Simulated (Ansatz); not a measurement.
Bulk crystal (Al$_{3}$Ni$_{2}$) after relaxation:

```xyz
5
Lattice="4.0031 0.0000 0.0000 -2.0016 3.4668 0.0000 0.0000 0.0000 4.8595" Properties=species:S:1:pos:R:3 pbc="T T T"
Al    0.0000    0.0000    0.0000
Al    0.0000    2.3112    3.1479
Al    2.0016    1.1556    1.7116
Ni    0.0000    2.3112    0.7074
Ni    2.0016    1.1556    4.1521
```

Miller indices refer to the conventional cell of P-3m1 (No. 164), a = 4.003 Å, b = 4.003 Å, c = 4.859 Å, α = 90.00°, β = 90.00°, γ = 120.00°.

Consider the (001) slab of 15 planes, 13.1 Å thick with 15 Å of vacuum as cut; outer planes Al (top) and Al (bottom), all atoms relaxed.

Computed with DFT PBEsol, scalar-relativistic, plane waves, PAW (Ansatz 0.2.0). Cutoff 420 eV; k points 9×9×1 on the computed 15-atom cell (Γ-centred); Gaussian smearing, width 0.10 eV; no spin polarisation. The cell repeats along c with a dipole correction in the vacuum.

Q: Estimate the surface energy (mean of both faces).

A: 1.87 J/m².

Q: Give the work function.

A: 4.36 eV.

Q: The top two planes lie 1.004 Å apart in the bulk. How does relaxation change this?

A: The spacing becomes 0.916 Å (-8.7 %).